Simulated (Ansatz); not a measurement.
**SiNi3: from a guess to a relaxed structure**

Where does this trial cell of SiNi3 go when cell and atoms are let free?

Method: DFT PBE, scalar-relativistic, plane waves, PAW, in Ansatz 0.2.0.

### Step 1. The system as given

Symmetry: P-6m2, No. 187, hexagonal system. The conventional cell has a = 3.888 Å, b = 3.888 Å, c = 4.170 Å, α = 90.00°, β = 90.00°, γ = 120.00°. Si (site symmetry -6m2) is surrounded by 5 Ni at 2.09 to 2.24 Å. Ni (site symmetry -6m2) has 3 Si at 2.24 Å in its first shell of neighbours. Around Ni (site symmetry -6m2) lie 2 Si at 2.09 Å and 3 Ni at 2.24 Å. Ni (site symmetry -6m2) is surrounded by 3 Ni at 2.24 Å.

Coordinates:

```xyz
4
Lattice="3.8875 0.0000 0.0000 -1.9438 3.3667 0.0000 0.0000 0.0000 4.1701" Properties=species:S:1:pos:R:3 pbc="T T T"
Si    0.0000    0.0000    0.0000
Ni    1.9438    1.1222    0.0000
Ni    0.0000    0.0000    2.0850
Ni    0.0000    2.2445    2.0850
```

The cell is invented: random cell by space group and Wyckoff sites (P-6m2, No. 187). The dimensions are guesses.

### Step 2. A first look at the guess

File input.yaml:

```yaml
crystal:
  lattice:
    - [3.8875483, 0.0, 0.0]
    - [-1.94377415, 3.36671559, 0.0]
    - [0.0, 0.0, 4.17007832]
  atoms:
    - { symbol: Si, position: [0.0, 0.0, 0.0] }
    - { symbol: Ni, position: [0.66666667, 0.33333333, 0.0], spin: 2.0 }
    - { symbol: Ni, position: [0.0, 0.0, 0.5], spin: 2.0 }
    - { symbol: Ni, position: [0.33333333, 0.66666667, 0.5], spin: 2.0 }
basis:
  ecutwfc: 420
kpoints:
  mp_grid: { grid: [6, 6, 4] }
hamiltonian:
  xc: pbe
scf:
  occupations: { method: gaussian, width: 0.1 }
  lower_state_search: "off"
output:
  forces: true
  stress: true
  eigenvalues: true
  populations: true
magnetization:
  spin_polarized: true
```

On the command line:

```console
$ ansatz run input.yaml --threads 1 --pin off --max-ram 2560MiB --backend cpu --events-out ev --progress --plain --runs-dir out
```

Further runs follow: coarse relaxation; full relaxation.

What does the calculation give? Wanted: conventional cell; volume; energy over the elements; gap on the mesh.

As calculated:

| quantity | value |
| --- | --- |
| symmetry at the end (tolerance 0.05 Å) | space group P-6m2 (No. 187) |
| conventional cell | a = 3.909 Å, b = 3.909 Å, c = 4.201 Å, α = 90.00°, β = 90.00°, γ = 120.00° |
| volume | 13.90 Å³/atom |
| energy over the elements | +0.35 eV/atom |
| gap on the mesh | none (metal) |

**Reading.** The space group P-6m2 (No. 187) is kept, and the volume per atom grows by 1.8 % from the first guess. The formation energy is positive, so the separate elements lie lower. No finished test with a distortion of lower symmetry is shown, so the end may be a saddle point. A spin-polarised run here lost its starting moments, which speaks against magnetism, though one start doesn't rule it out. Other magnetic orders were not searched.
